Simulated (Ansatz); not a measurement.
# N on Ni(111): change of the work function, part 3 of 3

Wanted: Δφ(θ) for N/Ni(111), starting from the fcc site.

Ansatz 0.2.0; plane-wave DFT, PBE, Ansatz PAW.

So far, work function, upper face (eV): step 2 (the clean slab) 5.07.

## (3) The covered slab, k-mesh 6×6×1, coverage 0.25 ML (continued)

ELF in the ca plane at fractional y = 0.167, with atoms of Ni and N within 0.2 Å of it. It is the smooth field of the valence electrons, not physical close to the nuclei.

Ten even steps from '0' (0.00) to '9' (0.85), each cell a mean:
```
11222222222222222222222244310000000000000000
12222222222222222222222111000000000000000000
22222222233222222222222211000000000000000000
23333332365323332223333321000000000000000000
23333332466323332223333321000000000000000000
22222222233222222222222211000000000000000000
12222222222222222222222111000000000000000000
11222222222222222222222233210000000000000000
22222222222222222222124788631000000000000000
23322232344223222222247789963100000000000000
23333332476323333222257349973100000000000000
23322332355223322222248789963100000000000000
22222222222222222222124798741000000000000000
```
Columns run along c (16.0 Å, from fractional 0.30 to 0.93 of the cell), rows up along a (5.0 Å). Atoms in or near the plane, at fractional coordinates: Ni at (0.43, 0.17), Ni at (0.43, 0.67), N at (0.63, 0.17).

The relaxation took 5 steps and lowered the energy by 1.1 eV; the largest force on the free atoms ends at 0.013 eV/Å.

By hand: a sheet of dipoles makes a step −p/(ε₀A) in the electron's potential. With e/ε₀ = 180.95 V·Å, p = -0.07284 e·Å and A = 21.46 Å², that is −180.95 × (-0.07284) / 21.46 = +0.614 eV, and the two vacuum levels of the run differ by +0.614 eV.

The covered face has 5.69 eV, +0.62 eV against the clean one; the bare back face has moved by -0.00 eV, a measure of how thin the slab is.

## (4) Adsorbate added, k-mesh 12×12×1, coverage 1 ML

System of this step: Ni4N (N/Ni(111)). The cell holds 5 atoms: 4 Ni and 1 N. Its edges and angles: a = 2.489 Å, b = 2.489 Å, c = 25.466 Å, α = 90.0°, β = 90.0°, γ = 60.0°. Vacuum lies along c.

Another coverage, to see how the dipoles act on each other as their distance changes.

input.yaml

```yaml
crystal:
  lattice:
    - [2.4890158698, 0.0, 0.0]
    - [1.2445079349, 2.1555509736, 0.0]
    - [0.0, 0.0, 25.4661787581]
  atoms:
    - { symbol: Ni, position: [0.0, 0.0, 0.3534099122], spin: 0.7 }
    - { symbol: Ni, position: [0.3333333333, 0.3333333333, 0.4332127349], spin: 0.72 }
    - { symbol: Ni, position: [0.6666666667, 0.6666666667, 0.512750162], spin: 0.72 }
    - { symbol: Ni, position: [0.0, 0.0, 0.5914890611], spin: 0.7 }
    - { symbol: "N", position: [0.3333333333, 0.3333333333, 0.6465900878] }
magnetization:
  spin_polarized: true
kpoints:
  mp_grid: { grid: [12, 12, 1] }
hamiltonian:
  xc: pbe
scf:
  occupations: { method: fermi_dirac, width: 0.1 }
  convergence: { dr2_threshold: 1.0e-08 }
efield:
  axis: 3
  dipole_correction: true
  ramp_position: 0.97
  ramp_width: 0.06
relax:
  f_tol: 0.02
  max_steps: 60
  constraints: [{ sites: [0, 1] }]
output:
  write_potential: true
  write_density: true
  volumetric_format: npy
```

The run is started by

```sh
$ ansatz run input.yaml --threads 4 --pin off --max-ram 6144MiB --backend cpu --events-out ev --progress --plain --runs-dir out
```

Numbers of over 12 decimals in the logs are rounded to 6 here.

Output:

```text
[...]
Crystal: 5 atoms, lattice volume = 136.631 Å³
Basis set: ecut = 420 eV, 2551 PW (Γ), exchange–correlation on 36×36×360 points (8 copies of the dense FFT grid, shifted against one another)
Bands: 48, of which v1, the nominal top of the filled ones, is band 39 counted from 1 (38 counted from 0)
Symmetry: 6 space group operations
k-points: 19 of 144 (time reversal used)
[...]
Starting moments: Σ|m| = 2.84 μB on 4 of 5 sites
[...]
SCF iter   1: F=—  HF=-23736.766430 eV  |F-HF|=—  |Δ(HF+E_count)|=         —  Δρ=3.98e-2 (↑2.98e-2 ↓3.98e-2)  dr2=7.50e0  dr2_m=2.08e-1  M=2.824 μB ∫|m|=3.023 μB  β_m=1.00  ethr=3.10e-3  p=-0.000 e·Å  D=-9.11e-7 V/Å  ΔV_dip=0.00 eV  dr2_dipole=1.85e0  V_vac-E_F(+/−)=7.40/7.40 eV  ⟨swp⟩=11.1  Hψ=9318  notcnv=0  defer=20
[...]
SCF iter  19: F=-23739.626038 eV  HF=-23739.626038 eV  |F-HF|=1.35e-10  |Δ(HF+E_count)|=   2.73e-9  Δρ=3.97e-7 (↑1.46e-7 ↓3.97e-7)  dr2=7.93e-10  dr2_m=7.04e-11  M=1.678 μB ∫|m|=2.044 μB  ethr=1.30e-11  p=-0.068 e·Å  D=-8.95e-2 V/Å  ΔV_dip=2.28 eV  dr2_dipole=9.65e-11  V_vac-E_F(+/−)=7.36/5.08 eV  ⟨swp⟩=7.7  Hψ=12591  notcnv=0
SCF 1 converged in 19 iterations: F = -23739.626038 eV  dr2 = 7.93e-10
[...]
relax step   1: F+E_penalty+E_count = -23739.62603818 eV  Δ(F+E_penalty+E_count) = +0.000e0 eV  max|allowed force component| = 3.666e0 eV/Å  Δτ_max = 0.0000 Å  (19 SCF iters, accepted)
[...]
SCF iter  14: F=-23739.924569 eV  HF=-23739.924569 eV  |F-HF|=2.00e-9  |Δ(HF+E_count)|=   1.92e-8  Δρ=8.64e-7 (↑4.32e-7 ↓8.64e-7)  dr2=2.72e-9  dr2_m=1.12e-10  M=1.658 μB ∫|m|=2.023 μB  ethr=1.35e-12  p=-0.069 e·Å  D=-9.15e-2 V/Å  ΔV_dip=2.33 eV  dr2_dipole=3.01e-10  V_vac-E_F(+/−)=7.42/5.09 eV  ⟨swp⟩=6.3  Hψ=11852  notcnv=0
SCF 2 converged in 14 iterations: F = -23739.924569 eV  dr2 = 2.72e-9
relax step   2: F+E_penalty+E_count = -23739.92456924 eV  Δ(F+E_penalty+E_count) = -2.985e-1 eV  max|allowed force component| = 2.967e0 eV/Å  Δτ_max = 0.0563 Å  (14 SCF iters, accepted)
SCF iter   1: F=—  HF=-23740.667513 eV  |F-HF|=—  |Δ(HF+E_count)|=         —  Δρ=3.12e-2 (↑3.12e-2 ↓3.02e-2)  dr2=5.58e0  dr2_m=1.94e-1  M=1.885 μB ∫|m|=2.213 μB  β_m=1.00  ethr=3.10e-3  p=-0.069 e·Å  D=-9.15e-2 V/Å  ΔV_dip=2.33 eV  dr2_dipole=4.99e-1  V_vac-E_F(+/−)=7.46/5.13 eV  ⟨swp⟩=6.1  Hψ=5482  notcnv=0  defer=26
[...]
SCF iter  15: F=-23740.104677 eV  HF=-23740.104677 eV  |F-HF|=1.37e-8  |Δ(HF+E_count)|=   1.79e-8  Δρ=9.69e-7 (↑4.88e-7 ↓9.69e-7)  dr2=3.25e-9  dr2_m=3.53e-10  M=1.920 μB ∫|m|=2.230 μB  ethr=6.64e-12  p=-0.058 e·Å  D=-7.69e-2 V/Å  ΔV_dip=1.96 eV  dr2_dipole=7.66e-10  V_vac-E_F(+/−)=7.05/5.09 eV  ⟨swp⟩=7.6  Hψ=13403  notcnv=0
SCF 3 converged in 15 iterations: F = -23740.104677 eV  dr2 = 3.25e-9
relax step   3: F+E_penalty+E_count = -23740.10467664 eV  Δ(F+E_penalty+E_count) = -1.801e-1 eV  max|allowed force component| = 2.056e0 eV/Å  Δτ_max = 0.1948 Å  (15 SCF iters, accepted)
[...]
relax step   4: F+E_penalty+E_count = -23740.23687423 eV  Δ(F+E_penalty+E_count) = -1.322e-1 eV  max|allowed force component| = 1.466e-1 eV/Å  Δτ_max = 0.0999 Å  (17 SCF iters, accepted)
SCF iter   1: F=—  HF=-23740.237398 eV  |F-HF|=—  |Δ(HF+E_count)|=         —  Δρ=1.65e-3 (↑1.54e-3 ↓1.65e-3)  dr2=2.32e-3  dr2_m=1.91e-3  M=1.726 μB ∫|m|=2.095 μB  β_m=1.00  ethr=3.94e-4  p=-0.070 e·Å  D=-9.32e-2 V/Å  ΔV_dip=2.37 eV  dr2_dipole=2.85e-5  V_vac-E_F(+/−)=7.46/5.08 eV  ⟨swp⟩=3.0  Hψ=3613  notcnv=0  defer=53
[...]
SCF iter  15: F=-23740.238388 eV  HF=-23740.238388 eV  |F-HF|=4.29e-9  |Δ(HF+E_count)|=  1.46e-11  Δρ=7.04e-7 (↑2.28e-7 ↓7.04e-7)  dr2=3.45e-9  dr2_m=8.77e-11  M=1.719 μB ∫|m|=2.087 μB  ethr=3.97e-12  p=-0.070 e·Å  D=-9.31e-2 V/Å  ΔV_dip=2.37 eV  dr2_dipole=7.91e-10  V_vac-E_F(+/−)=7.45/5.08 eV  ⟨swp⟩=6.9  Hψ=10504  notcnv=0
SCF 5 converged in 15 iterations: F = -23740.238388 eV  dr2 = 3.45e-9
relax step   5: F+E_penalty+E_count = -23740.23838785 eV  Δ(F+E_penalty+E_count) = -1.514e-3 eV  max|allowed force component| = 8.717e-3 eV/Å  Δτ_max = 0.0147 Å  (15 SCF iters, accepted)
[...]
SCF converged after 15 iterations
Magnetization: 1.7189 μB (39.3595 up, 37.6405 down)
Absolute magnetization: 2.0985 μB (∫|ρ↑−ρ↓|, with the PAW one-centre terms)
[...]
Per-site moments (μB) at R_I (Å): [(0.705270, 1.026719), (0.676341, 1.023873), (0.498136, 1.023873), (-0.00382968, 0.746731), (-0.025790, 0.746731)]
Free energy (F): -23740.238388 eV
[...]
Internal energy: -23740.038252 eV  (E = F + TS)
E sigma→0 (E₀):  -23740.138320 eV
Entropy (-TS):   -0.200135 eV (-40.027 meV/atom)
Fermi energy:    2.288375 eV
Dipole field:    D = -0.093114 V/Å  (p = -0.070307 e·Å, saw-weighted, corrected)
Work function:   Φ+ = 7.4536 eV   Φ− = 5.0823 eV
[...]
--- Forces (eV/Å), atoms counted from 1 ---
  atom   1  Ni     0.00000000     0.00000000     0.15453935
  atom   2  Ni    -0.00000000    -0.00000000    -0.15644440
  atom   3  Ni     0.00000000     0.00000000     0.00871683
  atom   4  Ni    -0.00000000     0.00000000    -0.00198067
  atom   5  N     -0.00000000     0.00000000    -0.00482103
  max |Σ_I F_I| component: 1.01e-5 eV/Å
--- Band table (eV; the first three rows and the last of 38) ---
  k-point 0 ↑: bands = [... 35 lower, 1.0837, 1.3764, 1.3764, 1.6686, 1.6686, 1.7017, 2.2692, 5.2039, ... 5 higher]
  k-point 1 ↑: bands = [... 35 lower, 1.0470, 1.1331, 1.3799, 1.5497, 1.6728, 1.9642, 2.9702, 4.8975, ... 5 higher]
  k-point 2 ↑: bands = [... 35 lower, 1.0077, 1.0796, 1.3722, 1.6642, 1.6828, 2.4190, 3.9529, 4.4747, ... 5 higher]
  k-point 18 ↓: bands = [... 35 lower, 1.7963, 2.2968, 2.3615, 2.5883, 3.7728, 7.2698, 7.6090, 8.0197, ... 5 higher]
--- Relaxed structure (5 steps of the walk, 5 accepted, 0 SCFs on fresh bases) ---
  F+E_penalty+E_count = -23740.23838785 eV   max|allowed force component| = 8.717e-3 eV/Å
  atoms:
[...]
- { symbol: Ni, position: [0.333333, 0.333333, 0.4332127349] }
    - { symbol: Ni, position: [0.666667, 0.666667, 0.512683] }
[...]
- { symbol: N, position: [0.333333, 0.333333, 0.640089] }
```

Elapsed: 48 s, on 4 threads of Arm Neoverse V2, shared host; peak memory 0.56 GiB; 3.1 min of CPU time.

The steps of the relaxation:

```
step  energy less that of the first step (eV)  largest force component (eV/Å)
   1                                   0.0000                          3.6659
   2                                  -0.2985                          2.9674
   3                                  -0.4786                          2.0557
   4                                  -0.6108                          0.1466
   5                                  -0.6124                          0.0087
```

Forces are held to the 6 operations that the run works with; a distortion that breaks them can't arise in this run.

The atoms that moved most (Å):

```
atom     dx     dy      dz  length
  N5  0.000  0.000  -0.166   0.166
 Ni4  0.000  0.000   0.137   0.137
```

Final coordinates:

```xyz
5
Lattice="2.4890 0.0000 0.0000 1.2445 2.1556 0.0000 0.0000 0.0000 25.4662" Properties=species:S:1:pos:R:3
Ni    0.0000    0.0000    9.0000
Ni    1.2445    0.7185   11.0323
Ni    2.4890    1.4370   13.0561
Ni    0.0000    0.0000   15.1997
N     1.2445    0.7185   16.3006
```

Numbers from this step:

| Property | Result |
| --- | --- |
| energy at zero smearing | -23740.1383 eV |
| total moment | 1.719 μB |
| site moments | 0.7053, 0.6763, 0.4981, -0.003830, -0.02579 μB |
| work function, upper face | 7.454 eV |
| work function, lower face | 5.082 eV |
| dipole along the normal | -0.07031 e·Å |
| step between the vacuum levels | 2.371 eV |

Running mean over 2.032 Å of the planar mean; the ramp of the sawtooth is left out. Table of electron's electrostatic potential energy less the Fermi level by z:

z (Å), electron's electrostatic potential energy less the Fermi level (eV) and a bar from the least value:
```
      3.0        5.1 ###########################
      3.5        5.1 ###########################
      4.0        5.1 ###########################
      4.5        5.1 ###########################
      5.0        5.1 ###########################
      5.5        5.1 ###########################
      6.0        5.0 ###########################
      6.5        4.9 ###########################
      7.0        4.4 ##########################
      7.5        2.3 #######################
      8.0       -3.2 ################
      8.5       -8.4 #########
      9.0      -10.0 ######
      9.5      -10.2 ######
     10.0      -10.3 ######
     10.5      -10.3 ######
     11.0      -10.4 ######
     11.5      -10.4 ######
     12.0      -10.4 ######
     12.5      -10.4 ######
     13.0      -10.3 ######
     13.5       -9.9 #######
     14.0       -9.4 #######
     14.5      -10.1 ######
     15.0      -12.2 ###
     15.5      -14.8 
     16.0      -12.1 ####
     16.5       -5.5 #############
     17.0       -0.1 ####################
     17.5        4.6 ##########################
     18.0        7.0 #############################
     18.5        7.4 ##############################
     19.0        7.4 ##############################
     19.5        7.5 ##############################
     20.0        7.5 ##############################
     20.5        7.5 ##############################
     21.0        7.5 ##############################
     21.5        7.5 ##############################
     22.0        7.5 ##############################
```

Site moment by atom:

```
atom  site moment (μB)
 Ni1             0.705
 Ni2             0.676
 Ni3             0.498
 Ni4            -0.004
  N5            -0.026
```

The relaxation took 5 steps and lowered the energy by 0.61 eV; the largest force on the free atoms ends at 0.0087 eV/Å.

The covered face has 7.45 eV, +2.38 eV against the clean one; the bare back face has moved by +0.00 eV, a measure of how thin the slab is.

## (5) Work function against coverage

This step: plane-wave DFT, PBE, Ansatz PAW; work function against coverage (Ansatz 0.2.0).

The runs are now put side by side.

Numbers from this step:

```
work function of the clean face     : 5.072 eV
largest change of the work function : 2.382 eV
```

Work function of the covered face against coverage:

```
coverage (adsorbates/nm²)  work function of the covered face (eV)
                     0.00                                    5.07
                     4.66                                    5.69
                    18.64                                    7.45
```

The dipole per adsorbate comes from the change of the cell's dipole. Coverage, by row:

```
coverage (1/nm²)  coverage (ML)  work function (eV)  change (eV)  dipole per adsorbate, positive end outwards (debye)  mean height of the added atoms over the highest substrate atom (Å)
            4.66           0.25               5.693       0.6213                                               -0.356                                                              0.9791
           18.64              1               7.454        2.382                                               -0.339                                                               1.101
```

## (6) What came out

| Property | Result |
| --- | --- |
| work function of the clean face | 5.07 eV |
| work function at 0.25 ML | 5.69 eV |
| work function at 1 ML | 7.45 eV |
| dipole per adsorbate at 0.25 ML, positive end outwards | -0.36 D |

**Reading.** N raises the work function of Ni(111) at the lowest coverage, by 0.62 eV: the adsorbate layer has its negative end outwards. The slab has 4 layers, at the tabulated experimental lattice constant, one starting site was run, and quantum-size effects of a slab this thin can reach one or two tenths of an eV. The magnetic order is the one reached from the typed start; other orders were not compared.

[Logs are printed without paths, hosts, clocks, repeated set-up lines and the standing remarks that a program may print on its own settings, such as how far it seeks lower states.]

[Hosts, paths, dates, database ids (printed as entryN), source tags and the programs' standing remarks are cut or masked in the printed files.]

[Maps of the electrostatic potential energy from Ansatz leave out the sawtooth potential of an applied field or a dipole correction, so their vacuum need not be flat; planar profiles and work functions include it.]
